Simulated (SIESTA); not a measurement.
## Cu in SIESTA: the effect of dispersion

Cu, a slab with vacuum:

```
Cu
1.0
     2.53076    0.00000    0.00000
    -1.26538    2.19171    0.00000
     0.00000    0.00000   23.26182
Cu
5
Direct
  0.00000 0.00000 0.32242
  0.33333 0.66667 0.41121
  0.00000 0.00000 0.50000
  0.66667 0.33333 0.58879
  0.00000 0.00000 0.67758
```

Alike in all runs:

```yaml
Program: SIESTA 5.4.2
Task: single point
Functional: PBE
Potentials_or_basis: PseudoDojo 0.4 standard (PBE files)
Basis: DZP (energy shift 0.003 Ry; two zetas on semicore shells)
Grid_cutoff: 800 Ry
Energy_shift: 0.003 Ry
k_mesh: 12 × 12 × 1
Occupations: fermi-dirac, width 0.05 eV
Spin: no spin polarisation
```

```tsv
dispersion	largest force (eV/Å)
none	0.17
D3	0.14
D3(BJ)	?
D4	0.11
```

Task: What does the run with dispersion D3(BJ) give?

Result: Largest force 0.12 eV/Å.
